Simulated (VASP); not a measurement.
# BN (R3m) in VASP: settings compared

Aim: see how the results for BN move with the level of theory and the settings. Levels: PBEsol, RPBE, r2SCAN0. Tasks: band structure.

Everything below comes from runs of VASP 6.6.1. Logs are shortened: lines on timing, memory, paths and dates and some standing lists are left out, and cuts for length are marked.

**1. The crystal as given**

It takes space group R3m (No. 160, trigonal). Conventional cell: a = 2.502 Å, b = 2.502 Å, c = 10.119 Å, α = 90.00°, β = 90.00°, γ = 120.00°. N (site symmetry 3m) has 3 B at 1.44 Å as nearest neighbours. B (site symmetry 3m) is surrounded by 3 N at 1.44 Å.

The cell is a database's computed one.

**2. Band structure, PBEsol**

Contents of INCAR:

```
  PREC = Accurate
  ENCUT = 520
  EDIFF = 1E-6
  ISMEAR = -1
  SIGMA = 0.05
  LREAL = False
  LASPH = True
  NELM = 80
  ALGO = Fast
  ISIF = 2
  LWAVE = False
  LCHARG = False
  GGA = PS
  NBANDS = 11
```

Contents of KPOINTS:

```
Automatic mesh
0
Gamma
  12 12 12
```

Contents of POSCAR:

```
BN
1.0
    1.2511217832      0.7223354983      3.3729344033
   -1.2511217832      0.7223354983      3.3729344033
    0.0000000000     -1.4446709966      3.3729344033
N B
1 1
Direct
    0.6672382000      0.6672382000      0.6672382000
    0.0003288000      0.0003288000      0.0003288000
```

Contents of KPOINTS_OPT:

```
path GLB1,BZGX,QFP1Z,LP
10
line-mode
reciprocal
 0.0000000000  0.0000000000  0.0000000000  G
 0.5000000000  0.0000000000  0.0000000000  L

 0.5000000000  0.0000000000  0.0000000000  L
 0.5000000000  0.1972419765 -0.1972419765  B1

 0.8027580235  0.5000000000  0.1972419765  B
 0.5000000000  0.5000000000  0.5000000000  Z

 0.5000000000  0.5000000000  0.5000000000  Z
 0.0000000000  0.0000000000  0.0000000000  G

 0.0000000000  0.0000000000  0.0000000000  G
 0.3486209883  0.0000000000 -0.3486209883  X

 0.6513790117  0.3486209883  0.0000000000  Q
 0.5000000000  0.5000000000  0.0000000000  F

 0.5000000000  0.5000000000  0.0000000000  F
 0.6513790117  0.6513790117  0.1972419765  P1

 0.6513790117  0.6513790117  0.1972419765  P1
 0.5000000000  0.5000000000  0.5000000000  Z

 0.5000000000  0.0000000000  0.0000000000  L
 0.8027580235  0.3486209883  0.3486209883  P
```

Potentials or basis: VASP PAW PBE potentials, release 64 (N, B).

Run with:

```sh
cat potpaw_PBE.64/N/POTCAR potpaw_PBE.64/B/POTCAR > POTCAR
mpirun -np 1 vasp_std > vasp.out
```

OUTCAR:

```text
PREC = Accurate
   ENCUT = 520
   EDIFF = 1E-6
   ISMEAR = -1
   LREAL = False
   LASPH = True
   NELM = 80
   ISIF = 2
   GGA = PS

 ion  position               nearest neighbor table
   1  0.667  0.667  0.667-   2 1.44   2 1.44   2 1.44
   2  0.000  0.000  0.000-   1 1.44   1 1.44   1 1.44

  LATTYP: Found a trigonal (rhomboedric) cell.
 ALAT       =     3.6692997666
 COS(alpha) =     0.7674786797

  Lattice vectors:

 A1 = (   1.2511217832,   0.7223354983,   3.3729344033)
 A2 = (  -1.2511217832,   0.7223354983,   3.3729344033)
 A3 = (   0.0000000000,  -1.4446709966,   3.3729344033)

Analysis of symmetry for initial positions (statically):
=====================================================================
 Subroutine PRICEL returns:
 Original cell was already a primitive cell.

 Routine SETGRP: Setting up the symmetry group for a
 trigonal (rhombohedral) supercell.

 Subroutine GETGRP returns: Found  6 space group operations
 (whereof  6 operations were pure point group operations)
 out of a pool of 12 trial point group operations.

The static configuration has the point symmetry C_3v.

Analysis of symmetry for dynamics (positions and initial velocities):
=====================================================================
 Subroutine PRICEL returns:
 Original cell was already a primitive cell.

 Routine SETGRP: Setting up the symmetry group for a
 trigonal (rhombohedral) supercell.

 Subroutine GETGRP returns: Found  6 space group operations
 (whereof  6 operations were pure point group operations)
 out of a pool of 12 trial point group operations.

The dynamic configuration has the point symmetry C_3v.

 Subroutine INISYM returns: Found  6 space group operations
 (whereof  6 operations are pure point group operations),
 and found     1 'primitive' translations

----------------------------------------------------------------------------------------

                                     Primitive cell

  volume of cell :      18.2893

  direct lattice vectors                    reciprocal lattice vectors
     1.251121783  0.722335498  3.372934403     0.399641351  0.230733042  0.098825916
    -1.251121783  0.722335498  3.372934403    -0.399641351  0.230733042  0.098825916
     0.000000000 -1.444670997  3.372934403     0.000000000 -0.461466083  0.098825916

  length of vectors
     3.669299767  3.669299767  3.669299767     0.471929558  0.471929558  0.471929558

  position of ions in fractional coordinates (direct lattice)
     0.667238200  0.667238200  0.667238200
     0.000328800  0.000328800  0.000328800

  ion indices of the primitive-cell ions
   primitive index   ion index
                 1           1
                 2           2

----------------------------------------------------------------------------------------

 KPOINTS: Automatic mesh

Automatic generation of k-mesh.
 Grid dimensions read from file:
 generate k-points for:   12   12   12

 Generating k-lattice:

  Cartesian coordinates                     Fractional coordinates (reciprocal lattice)
     0.033303446  0.019227753  0.008235493     0.083333333  0.000000000  0.000000000
    -0.033303446  0.019227753  0.008235493     0.000000000  0.083333333  0.000000000
     0.000000000 -0.038455507  0.008235493     0.000000000  0.000000000  0.083333333

  Length of vectors
     0.039327463  0.039327463  0.039327463

  Shift w.r.t. Gamma in fractional coordinates (k-lattice)
     0.000000000  0.000000000  0.000000000

 Subroutine IBZKPT returns following result:
 ===========================================

 Found    189 irreducible k-points:

 Following reciprocal coordinates:
            Coordinates               Weight
  0.000000  0.000000  0.000000      1.000000
  0.083333 -0.000000 -0.000000      6.000000
  0.166667 -0.000000  0.000000      6.000000
  0.250000 -0.000000 -0.000000      6.000000
  0.333333 -0.000000  0.000000      6.000000
  0.416667 -0.000000 -0.000000      6.000000
[... 16 lines left out ...]
  0.500000  0.166667 -0.000000     12.000000
 -0.416667  0.166667  0.000000     12.000000
 [... further k-points ...]
   k-points           NKPTS =    189   k-points in BZ     NKDIM =    189   number of bands    NBANDS=     11
   number of dos      NEDOS =    301   number of ions     NIONS =      2
   total plane-waves  NPLWV =  21952
   dimension x,y,z NGX =    28 NGY =   28 NGZ =   28
   dimension x,y,z NGXF=    56 NGYF=   56 NGZF=   56
   ions per type =               1   1
   NGX,Y,Z   is equivalent  to a cutoff of  12.69, 12.69, 12.69 a.u.
   NGXF,Y,Z  is equivalent  to a cutoff of  25.37, 25.37, 25.37 a.u.
 SYSTEM =  unknown system
   PREC   = accura    normal or accurate (medium, high low for compatibility)
   ISTART =      0    job   : 0-new  1-cont  2-samecut
   ICHARG =      2    charge: 1-file 2-atom 10-const
   ISPIN  =      1    spin polarized calculation?
   LNONCOLLINEAR =      F non collinear calculations
   LSORBIT =      F    spin-orbit coupling
   LASPH  =      T    aspherical Exc in radial PAW
   ENCUT  =  520.0 eV  38.22 Ry    6.18 a.u.   6.82  6.82  6.82*2*pi/ulx,y,z
   NELM   =     80;   NELMIN=  2; NELMDL= -5     # of ELM steps
   EDIFF  = 0.1E-05   stopping-criterion for ELM
   LREAL  =      F    real-space projection
   EDIFFG = 0.1E-04   stopping-criterion for IOM
   NSW    =      0    number of steps for IOM
   IBRION =     -1    ionic relax: 0-MD 1-quasi-New 2-CG
   NFREE  =      0    steps in history (QN), initial steepest desc. (CG)
   ISIF   =      2    stress and relaxation
   ISYM   =      2    0-nonsym 1-usesym 2-fastsym
   POTIM  = 0.5000    time-step for ionic-motion
   TEBEG  =    0.0;   TEEND  =   0.0 temperature during run
   PSTRESS=    0.0 pullay stress
   NELECT =       8.0000    total number of electrons
   NUPDOWN=      -1.0000    fix difference up-down
   EMIN   =  10.00;   EMAX   =-10.00  energy-range for DOS
   EFERMI =   0.00;   METHOD = LEGACY
   ISMEAR =    -1;   SIGMA  =   0.05  broadening in eV -4-tet -1-fermi 0-gaus
   EFERMI_NEDOS =   21; number of points for ismear=-14 and -15
   IALGO  =     68    algorithm
   IMIX   =      4    mixing-type and parameters
     AMIX     =   0.40;   BMIX     =  1.00
     AMIX_MAG =   1.60;   BMIX_MAG =  1.00
  volume/ion in A,a.u.               =       9.14        61.71
  Fermi-wavevector in a.u.,A,eV,Ry     =   1.242717  2.348395 21.012099  1.544346
  Thomas-Fermi vector in A             =   2.377059
   LORBIT       =      0    0 simple, 1 ext, 2 COOP (PROOUT), +10 PAW based schemes
   GGA     = PS    functional components
   LHFCALC =     F    Hartree Fock is set to
   AEXX    =    0.0000 exact exchange contribution
   IVDW    =     0    specifies the selected vdW correction
   LEPSILON=     F    determine dielectric tensor
   LRPA    =     F    only Hartree local field effects (RPA)
 non-spin polarized calculation
 RMM-DIIS sequential band-by-band and
  energy-cutoff  :      520.00
  volume of cell :       18.29
 maximum number of plane-waves:       517
   NGX = 13   NGY = 13   NGZ = 13

 number of electron       8.0000000 magnetization

 Free energy of the ion-electron system (eV)
  ---------------------------------------------------
  ext. energy  EPLUGINS =         0.00000000
  ---------------------------------------------------
  free energy    TOTEN  =       -18.28456274 eV

  energy without entropy =      -18.28456274  energy(sigma->0) =      -18.28456274

 E-fermi :   3.2031     XC(G=0): -10.2084

 val. band max:        2.0485087523   @ k =  -0.3333   0.3333   0.0000
 cond. band min:       6.2264334798   @ k =   0.5000   0.5000  -0.0000
 fundamental gap:      4.1779247275
 Fermi energy:         3.2031109483

 k-point     1 :       0.0000    0.0000    0.0000
  band No.  band energies     occupation
      1     -15.6883      2.00000
      2      -2.1554      2.00000
      3       0.7878      2.00000
      4       0.7878      2.00000
      5       7.0182      0.00000
      6      13.6897      0.00000
      7      13.6897      0.00000
      8      15.1651      0.00000
      9      16.7694      0.00000
     10      27.7328      0.00000
     11      29.7586      0.00000

 k-point     2 :       0.0833   -0.0000   -0.0000
  band No.  band energies     occupation
      1     -15.5497      2.00000
      2      -2.0063      2.00000
      3       0.2180      2.00000
      4       0.5286      2.00000
      5       7.3007      0.00000
      6      13.6101      0.00000
      7      14.2851      0.00000
      8      14.6929      0.00000
      9      17.2088      0.00000
     10      27.7921      0.00000
     11      28.2062      0.00000

 k-point     3 :       0.1667   -0.0000    0.0000
  band No.  band energies     occupation
      1     -15.1418      2.00000
      2      -1.5734      2.00000
      3      -1.2011      2.00000
      4      -0.1019      2.00000
      5       8.0448      0.00000
      6      13.3544      0.00000
      7      13.5336      0.00000
      8      15.9021      0.00000
      9      18.2565      0.00000
     10      25.0513      0.00000
     11      27.4258      0.00000

 k-point     4 :       0.2500   -0.0000   -0.0000
  band No.  band energies     occupation
      1     -14.4921      2.00000
      2      -3.0212      2.00000
      3      -0.8471      2.00000
      4      -0.8320      2.00000
      5       9.0634      0.00000
      6      11.7294      0.00000
      7      13.3747      0.00000
      8      18.1907      0.00000
      9      19.3307      0.00000
     10      22.8837      0.00000
     11      25.8106      0.00000
[... 239 lines left out ...]
 k-point    22 :       0.4167    0.1667   -0.0000
  band No.  band energies     occupation
      1     -13.3005      2.00000
      2      -4.8227      2.00000
      3      -2.6737      2.00000
      4       0.1459      2.00000
      5       8.9390      0.00000
      6      12.4444      0.00000
      7      14.9902      0.00000
      8      17.5181      0.00000
      9      19.1600      0.00000
     10      22.3797      0.00000
     11      25.1980      0.00000

 k-point    23 :       0.5000    0.1667   -0.0000
  band No.  band energies     occupation
      1     -12.5453      2.00000
      2      -6.0502      2.00000
      3      -3.1874      2.00000
      4       1.1112      2.00000
      5       7.7717      0.00000
      6      13.4097      0.00000
      7      15.2289      0.00000
      8      17.0878      0.00000
      9      19.2505      0.00000
     10      22.2895      0.00000
     11      25.3117      0.00000

 k-point    24 :      -0.4167    0.1667    0.0000
  band No.  band energies     occupation
      1     -12.2097      2.00000
      2      -6.5652      2.00000
      3      -3.3583      2.00000
      4       1.7264      2.00000
      5       7.1644      0.00000
      6      13.4626      0.00000
      7      15.4398      0.00000
      8      16.2845      0.00000
      9      19.6374      0.00000
     10      22.9601      0.00000
     11      25.0678      0.00000

 [... further k-points ...]

------------------------ aborting loop because EDIFF is reached ----------------------------------------

  FORCE on cell =-STRESS in cart. coord.  units (eV):
  Direction    XX          YY          ZZ          XY          YZ          ZX
  --------------------------------------------------------------------------------------
  -------------------------------------------------------------------------------------
  Total        0.1559443      0.1559443      0.0381508      0.0000000     -0.0000000      0.0000000
  in kB       13.6610002     13.6610002      3.3420800      0.0000000     -0.0000000      0.0000000
  external PRESSURE =      10.2213601 kB  Pullay stress =       0.0000000 kB

 VOLUME and BASIS-vectors are now :
 -----------------------------------------------------------------------------
  energy-cutoff  :      520.00
  volume of cell :       18.29
      direct lattice vectors                 reciprocal lattice vectors
     1.251121783  0.722335498  3.372934403     0.399641351  0.230733042  0.098825916
    -1.251121783  0.722335498  3.372934403    -0.399641351  0.230733042  0.098825916
     0.000000000 -1.444670997  3.372934403     0.000000000 -0.461466083  0.098825916

 POSITION                                       TOTAL-FORCE (eV/Angst)
 -----------------------------------------------------------------------------------
      0.00000      0.00000      6.75165         0.000000     -0.000000     -0.002609
      0.00000      0.00000      0.00333         0.000000      0.000000      0.002609
 -----------------------------------------------------------------------------------
    total drift:                               -0.000000      0.000000      0.000135

  FREE ENERGIE OF THE ION-ELECTRON SYSTEM (eV)
  ---------------------------------------------------
  free  energy   TOTEN  =       -18.2845627378 eV

  energy  without entropy=      -18.2845627378  energy(sigma->0) =      -18.28456274
```

Wall time 75 s (1 thread of Intel Xeon Platinum 8259CL at 2.50GHz (Skylake/Cascade Lake), shared host); peak memory 0.19 GiB.

Results:

```yaml
Free_energy: -18.2846 eV
Pressure: 1.0 GPa
Band_gap_on_the_k_mesh: 4.18 eV, indirect (least direct gap 4.63 eV)
Band_gap_along_the_path: 4.12 eV, indirect (least direct gap 4.64 eV)
```

Forces on the atoms (eV/Å):
```
N    0.000  0.000 -0.003
B    0.000  0.000  0.003
```

Levels at the corners of the path, in eV from the valence-band top:
| point | band 1 | band 2 | band 3 | band 4 | band 5 | band 6 | band 7 | band 8 |
| --- | --- | --- | --- | --- | --- | --- | --- | --- |
| Γ | -17.80 | -4.26 | -1.32 | -1.32 | 4.91 | 11.58 | 11.58 | 13.06 |
| L | -14.58 | -9.00 | -4.12 | -0.66 | 5.15 | 9.80 | 12.81 | 14.79 |
| L | -14.58 | -9.00 | -4.12 | -0.66 | 5.15 | 9.80 | 12.81 | 14.79 |
| B1 | -14.02 | -8.03 | -6.92 | -0.44 | 4.70 | 12.17 | 13.92 | 15.83 |
| B | -14.02 | -8.03 | -6.92 | -0.44 | 4.70 | 12.17 | 13.92 | 15.83 |
| Z | -17.53 | -6.27 | -1.34 | -1.34 | 9.92 | 11.51 | 11.51 | 12.17 |
| Z | -17.53 | -6.27 | -1.34 | -1.34 | 9.92 | 11.51 | 11.51 | 12.17 |
| Γ | -17.80 | -4.26 | -1.32 | -1.32 | 4.91 | 11.58 | 11.58 | 13.06 |
| Γ | -17.80 | -4.26 | -1.32 | -1.32 | 4.91 | 11.58 | 11.58 | 13.06 |
| X | -13.96 | -8.02 | -7.10 | -0.17 | 4.53 | 12.10 | 13.68 | 16.23 |
| Q | -13.96 | -8.02 | -7.10 | -0.17 | 4.53 | 12.10 | 13.68 | 16.23 |
| F | -14.51 | -8.88 | -4.18 | -1.25 | 4.12 | 9.79 | 14.00 | 17.33 |
| F | -14.51 | -8.88 | -4.18 | -1.25 | 4.12 | 9.79 | 14.00 | 17.33 |
| P1 | -14.62 | -8.73 | -4.12 | -1.58 | 4.86 | 9.85 | 14.08 | 16.37 |
| P1 | -14.62 | -8.73 | -4.12 | -1.58 | 4.86 | 9.85 | 14.08 | 16.37 |
| Z | -17.53 | -6.27 | -1.34 | -1.34 | 9.92 | 11.51 | 11.51 | 12.17 |
| L | -14.58 | -9.00 | -4.12 | -0.66 | 5.15 | 9.80 | 12.81 | 14.79 |
| P | -14.62 | -8.73 | -4.12 | -1.58 | 4.86 | 9.85 | 14.08 | 16.37 |

Caveat: the PAW data sets were made with another functional, which shifts forces and pressure a little.

(Continued in part 2 of 2.)
